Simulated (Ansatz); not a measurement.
# The perfect (5,2) C nanotube, part 2 of 4

Wanted: the relaxed geometry and the bands of the (5,2) C nanotube.

Ansatz 0.2.0; DFT PBE, plane waves, PAW; relaxation of a wire's period (the session's first sound run).

So far. Step 2 (Relaxing the period): The cell's length comes to 8.887 Å with spin left out.

## 3. Bands of the perfect wire

This step: DFT PBE, plane waves, PAW; bands of a perfect wire (Ansatz 0.2.0).

At the relaxed period the bands are computed along the axis; those that cross an energy going forward count the channels that a perfect wire would open there.

input.yaml reads:

```yaml
crystal:
  lattice:
    - [11.689, 0.0, 0.0]
    - [0.0, 11.685, 0.0]
    - [0.0, 0.0, 8.8866158233]
  atoms:
    - { symbol: C, position: [0.392740716, 0.314255483, 0.999621414] }
    - { symbol: C, position: [0.714415174, 0.500035933, 0.000378601] }
    - { symbol: C, position: [0.310149506, 0.400289019, 0.038840816] }
    - { symbol: C, position: [0.508689055, 0.714321461, 0.038083097] }
    - { symbol: C, position: [0.591880624, 0.306181751, 0.076542344] }
    - { symbol: C, position: [0.621790167, 0.676560644, 0.077301878] }
    - { symbol: C, position: [0.328605734, 0.628905744, 0.115007658] }
    - { symbol: C, position: [0.474188057, 0.287061823, 0.115763145] }
    - { symbol: C, position: [0.423937291, 0.700551194, 0.154226706] }
    - { symbol: C, position: [0.711630262, 0.465542534, 0.153466185] }
    - { symbol: C, position: [0.296594787, 0.43212184, 0.19192679] }
    - { symbol: C, position: [0.660529133, 0.35777699, 0.192685222] }
    - { symbol: C, position: [0.291802973, 0.5513013, 0.231149117] }
    - { symbol: C, position: [0.648584855, 0.654672387, 0.230392574] }
    - { symbol: C, position: [0.440294927, 0.293982239, 0.268850152] }
    - { symbol: C, position: [0.708179191, 0.551362694, 0.269611494] }
    - { symbol: C, position: [0.339514459, 0.357727386, 0.308068624] }
    - { symbol: C, position: [0.457161956, 0.710174009, 0.307313168] }
    - { symbol: C, position: [0.576010426, 0.700578048, 0.346534501] }
    - { symbol: C, position: [0.635578349, 0.333804472, 0.345775895] }
    - { symbol: C, position: [0.302755483, 0.584120868, 0.384235253] }
    - { symbol: C, position: [0.525877727, 0.28707037, 0.384994838] }
    - { symbol: C, position: [0.378162921, 0.676518633, 0.423454474] }
    - { symbol: C, position: [0.713723813, 0.517205256, 0.422698245] }
    - { symbol: C, position: [0.318733395, 0.385391823, 0.461158605] }
    - { symbol: C, position: [0.68988296, 0.400339258, 0.461919203] }
    - { symbol: C, position: [0.285584826, 0.499964067, 0.500378601] }
    - { symbol: C, position: [0.607259284, 0.685744517, 0.499621414] }
    - { symbol: C, position: [0.491310945, 0.285678539, 0.538083097] }
    - { symbol: C, position: [0.689850494, 0.599710981, 0.538840816] }
    - { symbol: C, position: [0.378209833, 0.323439356, 0.577301878] }
    - { symbol: C, position: [0.408119376, 0.693818249, 0.576542344] }
    - { symbol: C, position: [0.525811943, 0.712938177, 0.615763145] }
    - { symbol: C, position: [0.671394266, 0.371094256, 0.615007658] }
    - { symbol: C, position: [0.288369738, 0.534457466, 0.653466185] }
    - { symbol: C, position: [0.576062709, 0.299448806, 0.654226706] }
    - { symbol: C, position: [0.339470867, 0.64222301, 0.692685222] }
    - { symbol: C, position: [0.703405213, 0.56787816, 0.69192679] }
    - { symbol: C, position: [0.351415145, 0.345327613, 0.730392574] }
    - { symbol: C, position: [0.708197027, 0.4486987, 0.731149117] }
    - { symbol: C, position: [0.291820809, 0.448637306, 0.769611494] }
    - { symbol: C, position: [0.559705073, 0.706017761, 0.768850152] }
    - { symbol: C, position: [0.542838044, 0.289825991, 0.807313168] }
    - { symbol: C, position: [0.660485541, 0.642272614, 0.808068624] }
    - { symbol: C, position: [0.364421651, 0.666195528, 0.845775895] }
    - { symbol: C, position: [0.423989574, 0.299421952, 0.846534501] }
    - { symbol: C, position: [0.474122273, 0.71292963, 0.884994838] }
    - { symbol: C, position: [0.697244517, 0.415879132, 0.884235253] }
    - { symbol: C, position: [0.286276187, 0.482794744, 0.922698245] }
    - { symbol: C, position: [0.621837079, 0.323481367, 0.923454474] }
    - { symbol: C, position: [0.31011704, 0.599660742, 0.961919203] }
    - { symbol: C, position: [0.681266605, 0.614608177, 0.961158605] }
kpoints:
  mp_grid: { grid: [1, 1, 10] }
  band_path: { path: ["Γ", Z], npoints: 50 }
scf:
  occupations: { method: fermi_dirac, width: 0.05 }
hamiltonian:
  xc: pbe
output:
  dos: { e_range: [-5, 4] }
  write_potential: true
  write_density: true
  volumetric_format: npy
  elf: true
```

Run with:

```sh
ansatz run input.yaml --threads 4 --pin off --max-ram 16384MiB --backend cpu --events-out ev --progress --plain --runs-dir out
```

Numbers of over 12 decimals in the logs are rounded to 6 here.

The log of the run:

```text
[...]
Crystal: 52 atoms, lattice volume = 1213.787 Å³
Basis set: ecut = 420 eV, 23837 PW (Γ)
Bands: 156, of which v1, the nominal top of the filled ones, is band 104 counted from 1 (103 counted from 0)
Symmetry: 2 space group operations
[...]
k-points: 6 of 10 (time reversal used)
[...]
SCF iter   1: F=—  HF=-13031.823595 eV  |F-HF|=—  |Δ(HF+E_count)|=         —  Δρ=4.18e-3  dr2=1.54e-1  ethr=1.77e-3  ⟨swp⟩=8.8  Hψ=5004  notcnv=0  defer=217
[...]
SCF iter   7: F=-13031.889992 eV  HF=-13031.889992 eV  |F-HF|=1.79e-8  |Δ(HF+E_count)|=   3.02e-7  Δρ=9.27e-7  dr2=2.62e-8  ethr=4.81e-11  ⟨swp⟩=26.5  Hψ=7673  notcnv=0
SCF 1 converged in 7 iterations: F = -13031.889992 eV  dr2 = 2.62e-8
[...]
NSCF: frozen V_eff on 51 k-points
WARN: The output density's exchange-correlation potential varies sharply where the density is thin. Do not read a vacuum level from v_tot or v_xc, or from such a field of the output density. On a cell that repeats whose density bears no net charge and no dipole along the vacuum's axis use v_es (v_loc + v_h of the components); under efield.dipole_correction with no amplitude use v_es + v_field, which holds any externa [...]
SCF converged after 7 iterations
Free energy (F): -13031.889992 eV
[...]
Internal energy: -13031.855957 eV  (E = F + TS)
E sigma→0 (E₀):  -13031.872974 eV
Entropy (-TS):   -0.034035 eV (-0.655 meV/atom)
Fermi energy:    -0.048258 eV
[...]
--- Band table (eV; the first three rows and the last of 6) ---
  k-point 0: bands = [... 100 lower, -1.5800, -1.5799, -1.4873, -1.4853, -0.1462, 0.8608, 0.8609, 1.5513, ... 48 higher]
  k-point 1: bands = [... 100 lower, -1.7962, -1.6942, -1.2581, -1.1363, -0.0465, 0.6132, 1.1780, 1.1879, ... 48 higher]
  k-point 2: bands = [... 100 lower, -1.8641, -1.7411, -1.0107, -0.7063, 0.2109, 0.5018, 0.8349, 1.2559, ... 48 higher]
  k-point 5: bands = [... 100 lower, -2.1239, -2.1239, -0.1679, -0.1679, 0.4508, 0.4508, 1.2110, 1.2110, ... 48 higher]
```

Wall time 3.6 min (4 threads of Intel Xeon Platinum 8488C (Sapphire Rapids), shared host); peak memory 7.3 GiB; 14 min of CPU time.

Reading the cycles: dr2 is the Hartree energy of the density residual (eV), the measure of convergence; HF is the Harris–Foulkes estimate of the energy, which meets the free energy F at convergence.

This step gave:

```yaml
energy_at_zero_smearing: -13031.8730 eV
band_gap: 0 eV
```

The electronic bands at the labelled points (eV, zero at the Fermi level; # counts the bands kept):

```csv
point,#36,#37,#38,#39,#40,#41,#42,#43
Γ,-1.53,-1.53,-1.44,-1.44,-0.10,0.91,0.91,1.60
halfway,-1.88,-1.66,-0.83,-0.45,0.42,0.57,0.71,1.19
Z,-2.08,-2.08,-0.12,-0.12,0.50,0.50,1.26,1.26
```

Valence density in the ca plane at fractional y = 0.299, with atoms of C within 0.2 Å of it. It is the smooth field of the valence electrons, not physical close to the nuclei.

Values in e/Å³, 13 rows by 16 columns, each cell a mean:
```
0.0 0.0 0.0 0.0 0.0 0.0 0.0 0.0 0.0 0.0 0.0 0.0 0.0 0.0 0.0 0.0
0.0 0.0 0.0 0.0 0.0 0.0 0.0 0.0 0.0 0.0 0.0 0.0 0.0 0.0 0.0 0.0
0.0 0.0 0.0 0.0 0.0 0.0 0.0 0.0 0.0 0.0 0.0 0.0 0.0 0.0 0.0 0.0
0.1 0.1 0.2 0.3 0.2 0.2 0.2 0.1 0.1 0.2 0.2 0.1 0.0 0.1 0.2 0.2
1.0 1.0 1.0 0.7 0.8 1.2 0.9 0.3 0.2 0.6 1.0 0.5 0.2 0.5 1.2 1.2
1.3 1.8 1.1 0.3 0.4 1.4 1.6 0.8 0.6 1.3 1.8 1.7 1.6 1.7 1.3 0.9
0.7 1.7 1.6 1.2 1.2 1.6 1.4 1.5 1.7 1.6 0.7 0.5 1.1 1.7 0.8 0.3
1.7 1.3 0.9 1.2 1.7 1.1 0.3 0.3 1.2 1.6 0.7 0.5 1.2 1.7 1.7 1.5
0.9 0.4 0.1 0.2 0.7 0.7 0.3 0.3 0.7 1.0 0.9 0.9 0.9 0.5 0.4 0.7
0.1 0.1 0.0 0.1 0.1 0.2 0.1 0.1 0.1 0.1 0.1 0.1 0.1 0.1 0.0 0.1
0.0 0.0 0.0 0.0 0.0 0.0 0.0 0.0 0.0 0.0 0.0 0.0 0.0 0.0 0.0 0.0
0.0 0.0 0.0 0.0 0.0 0.0 0.0 0.0 0.0 0.0 0.0 0.0 0.0 0.0 0.0 0.0
0.0 0.0 0.0 0.0 0.0 0.0 0.0 0.0 0.0 0.0 0.0 0.0 0.0 0.0 0.0 0.0
```
Columns run along c (8.9 Å), rows up along a (11.7 Å). Atoms in or near the plane, at fractional coordinates: C at (0.00, 0.39), C at (0.08, 0.59), C at (0.12, 0.47), C at (0.27, 0.44), C at (0.38, 0.53), C at (0.54, 0.49), C at (0.65, 0.58), C at (0.81, 0.54), C at (0.85, 0.42).

ELF in the ca plane at fractional y = 0.299, with atoms of C within 0.2 Å of it. It is the smooth field of the valence electrons, not physical close to the nuclei.

Ten even steps from '0' (0.00) to '9' (0.90), each cell a mean:
```
0000000000000000000000000
0000000000000000000000000
0000000000000000000000000
0000000000000000000000000
0001110000111112100001110
0002443212332344420002431
1025676656643357641014764
5468878877742268861015776
9679867756630159973137647
9426622589831156358669858
6678400476565588369626854
2786654783498369656657510
5742895698576466202698643
6986883364125997323641696
2663258984015645766985895
7740038985236757986885466
8740026776557766777752026
6530024665555432346530013
3310012222233100013210001
1100000000111000000000000
0000000000000000000000000
0000000000000000000000000
0000000000000000000000000
0000000000000000000000000
```
Columns run along c (8.9 Å), rows up along a (11.7 Å). Atoms in or near the plane, at fractional coordinates: C at (0.00, 0.39), C at (0.08, 0.59), C at (0.12, 0.47), C at (0.27, 0.44), C at (0.38, 0.53), C at (0.54, 0.49), C at (0.65, 0.58), C at (0.81, 0.54), C at (0.85, 0.42).

Electrostatic potential energy in the ca plane at fractional y = 0.299, with atoms of C within 0.2 Å of it. With pseudopotentials it is smooth inside the atoms' cores, unlike the true potential.

Ten even steps from '_' (-60 eV) to '@' (4 eV), each cell a mean:
```
@@@@@@@@@@@@@@@@@@@@@@@@@@@@@@@@@@@@@@@@@@@@@@@@@@
@@@@@@@@@@@@@@@@@@@@@@@@@@@@@@@@@@@@@@@@@@@@@@@@@@
@@@@@@@@@@@@@@@@@@@@@@@@@@@@@@@@@@@@@@@@@@@@@@@@@@
@@@@@@@@@@@@@@@@@@@@@@@@@@@@@@@@@@@@@@@@@@@@@@@@@@
@@@@@@@@@@@@@@@@@@@@@@@@@@@@@@@@@@@@@@@@@@@@@@@@@@
@@@@@@@@@@@@@@@@@@@@@@@@@@@@@@@@@@@@@@@@@@@@@@@@@@
@@@@@@@@@@@@@@@@@@@@@@@@@@@@@@@@@@@@@@@@@@@@@@@@@@
@@@@@@%%####%%%%****%%@@@@@@@@%%%%@@@@@@@@@@####%%
##++==**####%%**::::##@@@@@@%%######%%@@@@##--..==
++____--%%%%%%##++++##%%@@@@%%--__::****++**==::++
##----++%%@@@@%%++..::**%%####--__::++..__::**%%%%
%%##----**%%%%##==____++==__..**######--..==##@@@@
%%++____--++::::++****##==__..##%%@@%%##++==**%%%%
--++++==**==____==%%@@@@%%**++**%%@@%%##..__..**==
__--##%%@@%%++++##%%@@@@%%==__::####****==::==++..
++##@@@@@@@@%%####%%@@@@%%**--==##**==**%%%%%%%%**
@@@@@@@@@@@@@@%%%%@@@@@@@@@@%%@@@@%%##%%@@@@@@@@@@
@@@@@@@@@@@@@@@@@@@@@@@@@@@@@@@@@@@@@@@@@@@@@@@@@@
@@@@@@@@@@@@@@@@@@@@@@@@@@@@@@@@@@@@@@@@@@@@@@@@@@
@@@@@@@@@@@@@@@@@@@@@@@@@@@@@@@@@@@@@@@@@@@@@@@@@@
@@@@@@@@@@@@@@@@@@@@@@@@@@@@@@@@@@@@@@@@@@@@@@@@@@
@@@@@@@@@@@@@@@@@@@@@@@@@@@@@@@@@@@@@@@@@@@@@@@@@@
@@@@@@@@@@@@@@@@@@@@@@@@@@@@@@@@@@@@@@@@@@@@@@@@@@
@@@@@@@@@@@@@@@@@@@@@@@@@@@@@@@@@@@@@@@@@@@@@@@@@@
```
Columns run along c (8.9 Å; values clipped at the 3rd and 97th percentile), rows up along a (11.7 Å). Atoms in or near the plane, at fractional coordinates: C at (0.00, 0.39), C at (0.08, 0.59), C at (0.12, 0.47), C at (0.27, 0.44), C at (0.38, 0.53), C at (0.54, 0.49), C at (0.65, 0.58), C at (0.81, 0.54), C at (0.85, 0.42).

Between Γ and Z the bands cross the Fermi level 3 times, so a perfect wire would conduct at least 3 G₀, with spin left out.

## 4. Levels at the same atoms, k-mesh 1×1×7

This step: DFT LDA, plane waves, PAW; bands of a perfect wire at the PBE geometry (Ansatz 0.2.0).

The atoms stay at the PBE geometry and the functional changes. At fixed atoms LDA and the gradient-corrected functionals usually give like bands; this run checks that. Against the first PBE run of this kind, the mesh along the wire has 7 points against 10.

input.yaml: that of step 3 with these lines changed.

```diff
@@ -59,3 +59,3 @@
 kpoints:
-  mp_grid: { grid: [1, 1, 10] }
+  mp_grid: { grid: [1, 1, 7] }
   band_path: { path: ["Γ", Z], npoints: 50 }
@@ -64,8 +64,2 @@
 hamiltonian:
-  xc: pbe
-output:
-  dos: { e_range: [-5, 4] }
-  write_potential: true
-  write_density: true
-  volumetric_format: npy
-  elf: true
+  xc: lda
```

The log of the run:

```text
[...]
Crystal: 52 atoms, lattice volume = 1213.787 Å³
Basis set: ecut = 420 eV, 23837 PW (Γ)
Bands: 156, of which v1, the nominal top of the filled ones, is band 104 counted from 1 (103 counted from 0)
Symmetry: 2 space group operations
[...]
k-points: 4 of 7 (time reversal used)
[...]
SCF iter   1: F=—  HF=-12616.613349 eV  |F-HF|=—  |Δ(HF+E_count)|=         —  Δρ=4.63e-3  dr2=1.51e-1  ethr=1.77e-3  ⟨swp⟩=8.5  Hψ=3395  notcnv=0  defer=144
[...]
SCF iter   7: F=-12616.618082 eV  HF=-12616.618082 eV  |F-HF|=2.99e-9  |Δ(HF+E_count)|=   3.08e-8  Δρ=5.26e-7  dr2=4.48e-9  ethr=3.14e-11  ⟨swp⟩=3.0  Hψ=1832  notcnv=0
SCF 1 converged in 7 iterations: F = -12616.618082 eV  dr2 = 4.48e-9
[...]
SCF converged after 7 iterations
Free energy (F): -12616.618082 eV
[...]
Internal energy: -12616.580283 eV  (E = F + TS)
E sigma→0 (E₀):  -12616.599183 eV
Entropy (-TS):   -0.037798 eV (-0.727 meV/atom)
Fermi energy:    -0.280502 eV
[...]
--- Band table (eV) ---
  k-point 0: bands = [... 100 lower, -1.8463, -1.8463, -1.7530, -1.7512, -0.4088, 0.5851, 0.5853, 1.2716, ... 48 higher]
  k-point 1: bands = [... 100 lower, -2.0737, -2.0427, -1.4208, -1.2165, -0.2118, 0.2627, 0.7586, 1.0530, ... 48 higher]
  k-point 2: bands = [... 100 lower, -2.2314, -1.9699, -1.0517, -0.6239, 0.2459, 0.2700, 0.2768, 0.7769, ... 48 higher]
  k-point 3: bands = [... 100 lower, -2.4462, -2.1978, -0.6490, -0.2446, -0.0365, 0.3960, 0.6589, 0.8004, ... 48 higher]
```

Elapsed: 3.2 min, on 4 threads; peak memory 7 GiB.

This step gave:

- energy at zero smearing: -12616.5992 eV

Electronic bands along the path, in eV, zero at the Fermi level; # counts the bands kept:

```csv
point,#36,#37,#38,#39,#40,#41,#42,#43
Γ,-1.57,-1.57,-1.47,-1.47,-0.13,0.87,0.87,1.55
halfway,-1.90,-1.68,-0.87,-0.49,0.40,0.51,0.67,1.14
Z,-2.11,-2.11,-0.16,-0.16,0.46,0.46,1.21,1.21
```

Bands cross the Fermi level, as under PBE at the relaxed period.

## 5. Levels at the same atoms, k-mesh 1×1×7 (run 2)

This step: DFT PBEsol, plane waves, PAW; bands of a perfect wire at the PBE geometry (Ansatz 0.2.0).

The atoms stay at the PBE geometry and the functional changes. At fixed atoms LDA and the gradient-corrected functionals usually give like bands; this run checks that. Against the first PBE run of this kind, the mesh along the wire has 7 points against 10.

input.yaml: that of step 4 with these lines changed.

```diff
@@ -64,2 +64,2 @@
 hamiltonian:
-  xc: lda
+  xc: pbesol
```

The log of the run:

```text
[...]
Crystal: 52 atoms, lattice volume = 1213.787 Å³
Basis set: ecut = 420 eV, 23837 PW (Γ)
Bands: 156, of which v1, the nominal top of the filled ones, is band 104 counted from 1 (103 counted from 0)
Symmetry: 2 space group operations
[...]
k-points: 4 of 7 (time reversal used)
[...]
Fermi energy:    -0.075069 eV
[...]
--- Band table (eV) ---
  k-point 0: bands = [... 100 lower, -1.6423, -1.6422, -1.5432, -1.5415, -0.2202, 0.7990, 0.7991, 1.5004, ... 48 higher]
  k-point 1: bands = [... 100 lower, -1.8699, -1.8340, -1.2095, -1.0088, -0.0226, 0.4787, 0.9835, 1.2654, ... 48 higher]
  k-point 2: bands = [... 100 lower, -2.0296, -1.7687, -0.8383, -0.4115, 0.4362, 0.4909, 0.4960, 1.0064, ... 48 higher]
  k-point 3: bands = [... 100 lower, -2.2369, -1.9966, -0.4328, -0.0233, 0.1777, 0.6185, 0.8815, 0.9925, ... 48 higher]
[key lines of the parts left out:]
SCF converged after 7 iterations
Free energy (F): -12810.775726 eV
```

The job ended after 3.2 min (4 threads; peak memory 7 GiB).

Electronic bands along the path, in eV, zero at the Fermi level; # counts the bands kept:

```csv
point,#36,#37,#38,#39,#40,#41,#42,#43
Γ,-1.57,-1.57,-1.47,-1.47,-0.15,0.87,0.87,1.58
halfway,-1.90,-1.69,-0.86,-0.48,0.38,0.53,0.69,1.17
Z,-2.11,-2.11,-0.15,-0.15,0.47,0.47,1.22,1.22
```

Bands cross the Fermi level, as under PBE at the relaxed period.

## 6. Another level of theory, cutoff 500 eV, k-mesh 1×1×7

This step: DFT r2SCAN, plane waves, PAW; bands of a perfect wire at the PBE geometry (Ansatz 0.2.0).

The atoms stay at the PBE geometry and the functional changes. r2SCAN also reads the kinetic-energy density; it often gives larger moments and wider gaps than PBE, at a higher cost. Against the first PBE run of this kind, the cutoff is 500 eV against 420 and the mesh along the wire has 7 points against 10.

input.yaml: that of step 5 with these lines changed.

```diff
@@ -64,2 +64,2 @@
 hamiltonian:
-  xc: pbesol
+  xc: r2scan
```

The log of the run:

```text
[...]
Crystal: 52 atoms, lattice volume = 1213.787 Å³
Basis set: ecut = 500 eV, 30873 PW (Γ), exchange–correlation on 360×360×288 points (64 copies of the dense FFT grid, shifted against one another)
Bands: 156, of which v1, the nominal top of the filled ones, is band 104 counted from 1 (103 counted from 0)
Symmetry: 2 space group operations
[...]
k-points: 4 of 7 (time reversal used)
[...]
Fermi energy:    -0.031177 eV
[...]
--- Band table (eV) ---
  k-point 0: bands = [... 100 lower, -1.7078, -1.7077, -1.6135, -1.6119, -0.1670, 0.9040, 0.9041, 1.6365, ... 48 higher]
  k-point 1: bands = [... 100 lower, -1.9704, -1.9221, -1.2590, -1.0384, 0.0379, 0.5686, 1.0831, 1.3956, ... 48 higher]
  k-point 2: bands = [... 100 lower, -2.1392, -1.8526, -0.8638, -0.4058, 0.5177, 0.5559, 0.5881, 1.1082, ... 48 higher]
  k-point 3: bands = [... 100 lower, -2.3456, -2.0903, -0.4315, 0.0054, 0.2215, 0.6918, 0.9936, 1.1031, ... 48 higher]
[key lines of the parts left out:]
SCF converged after 7 iterations
Free energy (F): -13067.841760 eV
```

The job ended after 5 min (4 threads; peak memory 10 GiB; 20 min of CPU time).

Electronic bands along the path, in eV, zero at the Fermi level; # counts the bands kept:

```csv
point,#35,#36,#37,#38,#39,#40,#41,#42
Γ,-1.68,-1.68,-1.58,-1.58,-0.14,0.94,0.94,1.67
halfway,-2.05,-1.82,-0.94,-0.53,0.41,0.57,0.72,1.23
Z,-2.26,-2.26,-0.17,-0.17,0.49,0.49,1.31,1.31
```

Bands cross the Fermi level, as under PBE at the relaxed period.

(Continued in part 3 of 4.)

[Logs are printed without paths, hosts, clocks, repeated set-up lines and the standing remarks that a program may print on its own settings, such as how far it seeks lower states.]

[Hosts, paths, dates, database ids (printed as entryN), source tags and the programs' standing remarks are cut or masked in the printed files.]
